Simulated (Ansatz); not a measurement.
**Li2O under changes of volume**

One of the cells (8.399 Å³/atom); the others are scaled copies at fixed shape and fractional positions:

```
CELL_PARAMETERS angstrom
0.00000 2.32685 2.32685
2.32685 0.00000 2.32685
2.32685 2.32685 0.00000
ATOMIC_POSITIONS crystal
O 0.00000 0.00000 0.00000
Li 0.25000 0.25000 0.25000
Li 0.75000 0.75000 0.75000
```

The cell comes from a database or a generator and needn't be the stable form of this composition.

| Quantity | Value |
| --- | --- |
| Program | Ansatz 0.2.0 |
| Functional | PBE |
| Potentials or basis | Ansatz PAW |
| Cutoff | 420 eV (not typed: the program's choice for these potentials) |
| k mesh | 10 × 10 × 10 |
| Occupations | fermi-dirac, width 0.05 eV |
| Spin | no spin polarisation |

```csv
volume (Å³/atom),energy over the lowest point (meV/atom),pressure (GPa),gap on the mesh (eV)
7.895,4.07,3.8,5.07
8.063,1.09,1.9,5.03
8.231,0.00,0.2,4.99
8.399,?,?,?
8.567,2.82,-2.8,4.91
8.735,6.42,-4.1,4.83
8.903,11.32,-5.2,4.70
```

Task: What does the run at 8.399 Å³/atom give?

Result: Energy over the lowest point 0.67 meV/atom; pressure -1.4 GPa; gap on the mesh 4.95 eV.

Worked out: A Birch-Murnaghan fit of order 3 (a polynomial in V^(-2/3)) to the other rows has its minimum at 8.25 Å³/atom with B0 = V·E''(V) = 79 GPa and B' = 3.7. It gives 0.63 meV/atom at 8.399 Å³/atom, against the run's 0.67, and -dE/dV = -1.4 GPa, against -1.4. A parabola through the other rows of the gap, of slope -2.9 eV per unit of ln V there, gives 4.96 eV, against the run's 4.95.

Energies are extrapolated to zero smearing.

A mesh can miss the band edges.
